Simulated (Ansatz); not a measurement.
# Direction-dependent hole masses of zincblende BAs at Gamma, PBE with and without spin-orbit coupling

The effective masses of the three highest valence bands of zincblende BAs are calculated at Gamma along [100], [110] and [111], once with spin-orbit coupling and once without. The question is how strongly each mass depends on direction, and how much of that dependence is altered by the coupling. Hole masses enter the mobility, the density of states and the confinement energies in thin layers, and BAs is of interest for electronics because it combines high thermal conductivity with mobile carriers of both signs. Masses are positive for holes and given in free-electron masses. The inverse mass is the more useful quantity for reasoning, since it is proportional to the band curvature and can be added and averaged. Band depths are counted downward from the valence top.

## How the numbers were made

BAs (zincblende), space group 216, 2 atoms in the cell, a known phase, held at the measured lattice of a database entry (primitive vectors 3.378, 3.378, 3.378 angstrom) for every row; symmetry fixes all atomic positions. Ansatz 0.2.0 with its PAW potentials; plane waves, scalar-relativistic unless spin-orbit coupling is named, no spin polarisation, no Hubbard U. Functional PBE; cutoffs 420 eV, self-consistent k mesh 10x10x10. Masses are central differences along each direction at 0.008 1/angstrom (0.03 where the band is too flat for the smaller step); with spin-orbit coupling each band is the mean of its spin pair. Kohn-Sham gaps 1.12 eV with and 1.18 eV without spin-orbit coupling.

- cubic invariant: cubic invariant of the direction, x^2 y^2 + y^2 z^2 + z^2 x^2 of the unit vector.
- depth at Gamma (eV): depth of the band at Gamma below the valence top.
- inverse mass: inverse hole mass along the direction, free-electron mass over hole mass.
- hole mass (m_e): hole mass along the direction, in free-electron masses.

## Table of results

```
member  band                                      cubic invariant  depth at Gamma (eV)  inverse mass  hole mass (m_e)
[100]   heavy hole, with spin-orbit coupling      0.000            0.000                4.22          0.237
[110]   heavy hole, with spin-orbit coupling      0.250            0.000                2.11          0.473
[111]   heavy hole, with spin-orbit coupling      0.333            0.000                1.77          0.564
[100]   light hole, with spin-orbit coupling      0.000            0.000                4.48          0.223
[110]   light hole, with spin-orbit coupling      0.250            0.000                6.58          0.152
[111]   light hole, with spin-orbit coupling      0.333            0.000                6.90          0.145
[100]   split-off hole, with spin-orbit coupling  0.000            0.208                4.33          0.231
[110]   split-off hole, with spin-orbit coupling  0.250            0.208                4.35          0.230
[111]   split-off hole, with spin-orbit coupling  0.333            0.208                4.35          0.230
[100]   upper band, without                       0.000            0.000                4.27          0.234
[110]   upper band, without                       0.250            0.000                0.53          1.890
[111]   upper band, without                       0.333            0.000                1.78          0.562
[100]   middle band, without                      0.000            0.000                4.27          0.234
[110]   middle band, without                      0.250            0.000                4.29          0.233
[111]   middle band, without                      0.333            0.000                1.78          0.562
[100]   lower band, without                       0.000            0.000                4.50          0.222
[110]   lower band, without                       0.250            0.000                8.26          0.121
[111]   lower band, without                       0.333            0.000                9.52          0.105
```

## Mechanism

With spin-orbit coupling, the heavy hole becomes heavier from [100] through [110] to [111], by a factor 0.564 / 0.237 = 2.38 in all. The light hole becomes lighter in the same order, by 0.223 / 0.145 = 1.54. The split-off hole is isotropic to within 0.02 in inverse mass.

Apart from a small term linear in k, discussed under Exceptions, the heavy (−) and light (+) holes near Gamma follow the Luttinger form, with K the cubic invariant:

m_e/m = γ₁ ∓ 2√(γ₂² + 3(γ₃² − γ₂²)K)

The [100] rows give γ₁ = (4.22 + 4.48) / 2 = 4.35 and γ₂ = (4.48 − 4.22) / 4 = 0.065. The [111] rows give γ₃ = (6.90 − 1.77) / 4 = 1.28. This γ₂ is an effective value for the step used, since the linear term probably adds to the [100] splitting. The warping is strong because γ₂ is close to zero while γ₃ is not.

k·p theory offers a reason. The valence top is a p-like triplet, whose curvature comes from coupling to conduction states at Gamma. Coupling to s-like states makes the p orbital that points along the wave vector light, whatever the direction. Coupling to p-like states favours the transverse orbitals along [100] but the longitudinal one along [111]. The two effects therefore nearly cancel in the splitting along [100] and add along [111]. The table contains the outcome of this balance, not the separate couplings.

Spin-orbit coupling redistributes the curvature among the bands and leaves its sum almost unchanged. Along [111] the three inverse masses add up to 1.78 + 1.78 + 9.52 = 13.08 without it and 1.77 + 6.90 + 4.35 = 13.02 with it. Along this axis the heavy hole is built from transverse orbitals only, so it keeps its mass. The light hole is two thirds longitudinal and one third transverse, which gives (2 × 9.52 + 1.78) / 3 = 6.94, against 6.90 in the table. The split-off hole has the opposite weights, and its average over the triplet is what makes it isotropic.

## Exceptions

The upper band along [110] without spin-orbit coupling, with a mass of 1.890, stands far from every other row. It is a real feature of the spinless bands. For this band the k·p form is m_e/m = γ₁ + γ₂ − 3γ₃. The spinless [100] and [111] rows give γ₁ = (4.27 + 4.27 + 4.50) / 3 = 4.35, γ₂ = (4.50 − 4.27) / 6 = 0.04 and γ₃ = (9.52 − 1.78) / 6 = 1.29, hence 4.35 + 0.04 − 3 × 1.29 = 0.52, against 0.53 in the table. Two large terms nearly cancel, so a change of 1% in γ₃ shifts this inverse mass by about 7%.

A smaller discrepancy appears along [100]. The orbital weights applied to the spinless rows predict a light-hole inverse mass of (2 × 4.50 + 4.27) / 3 = 4.42 and a heavy-light difference of 4.42 − 4.27 = 0.15, whereas the table has 4.48 − 4.22 = 0.26. The hole energy, counted downward from the band's value at Gamma, is E = C k² m_e/m, where C is ħ²/(2m_e), roughly 3.8 eV Å². At the step of 0.008 1/Å the excess of 0.11 corresponds to 3.8 × 0.008² × 0.11 = 0.00003 eV. Numerical error is an unlikely cause, small as this energy is. The other k·p and orbital-weight estimates in this text meet the table to within about 0.04, and here the two holes move by nearly equal amounts in opposite directions, 4.22 − 4.27 = −0.05 and 4.48 − 4.42 = 0.06.

A term linear in k would produce this pattern. Spin-orbit coupling allows it in zincblende because the crystal has no inversion centre. Along [100] it mixes the heavy and light holes and pushes them apart, and taking the mean of a spin pair does not remove it. Its effect on the inverse masses would grow as the step shrinks, but the table has no second step for these rows to test this. The coupling also narrows the direct gap, which the orbital weights ignore and which may contribute. The value of γ₂ is thus small with or without the coupling, but the difference between 0.065 and 0.04 should not be read as a change in γ₂ itself.

## Worked examples

**Can the [110] masses be estimated from the other two directions?**
With spin-orbit coupling and K = 0.25, the root is √(0.065² + 3 × (1.28² − 0.065²) × 0.25) = 1.11. The inverse masses are 4.35 − 2 × 1.11 = 2.13 and 4.35 + 2 × 1.11 = 6.57, against 2.11 and 6.58 in the table. Two directions are enough here, because γ₃ sets the root almost alone. For the same reason the agreement does not test γ₂.

**Will a run without spin-orbit coupling do for the topmost band?**
Along [111] it will: 0.562 against 0.564. Along [100] the values are also close, 0.234 against 0.237. Along [110] the spinless mass is too large by a factor 1.890 / 0.473 = 4.00. A density-of-states mass, which draws on all directions, therefore calls for the coupling.

**How far from Gamma do the spin-orbit masses serve along [110]?**
They require the spinless band splitting to stay well below the split-off depth of 0.208 eV. The outer spinless bands differ by 8.26 − 0.53 = 7.73 in inverse mass. With the constant C given above, the two energies are equal at k² = 0.208 / (3.8 × 7.73) = 0.0071, or k ≈ 0.08 1/Å. The parabolic heavy-hole energy there is 3.8 × 0.0071 × 2.11 = 0.06 eV, only about twice the thermal energy at room temperature. Warm holes along [110] should already be heavier than the mass at Gamma, because mixing with the split-off band flattens the heavy-hole band.

## Conclusions and limits

At Gamma, the heavy and light holes of BAs are nearly equal in mass along [100] and far apart along [110] and [111]. Luttinger parameters taken from [100] and [111] reproduce the heavy and light holes along [110] well. The small splitting along [100] probably also contains a term linear in k, so the two spin-orbit masses there belong to the step used and are not strict limits at Gamma. Without the coupling, the cubic invariant alone no longer orders the masses, and bands sorted by energy change their orbital character between directions.

The masses are PBE values, with no measured row for comparison. Semilocal gaps are too small, which strengthens the coupling between valence and conduction states and tends to make light masses too small. The quoted gap of 1.12 eV is indirect, however, and does not set this coupling. The relevant direct gaps at Gamma are much larger, so the correction should be milder than in a semiconductor with a small direct gap. Lattice vibrations are also left out; their coupling to the holes would normally raise the masses somewhat.

[On method and selection: Runs that did not converge, have known faults or may not be shown are not listed, and runs on Ansatz's PAW sets soft_1 and soft_2 are kept to separate tables.]

[Logs are printed without paths, hosts, clocks, repeated set-up lines and the standing remarks that a program may print on its own settings, such as how far it seeks lower states.]
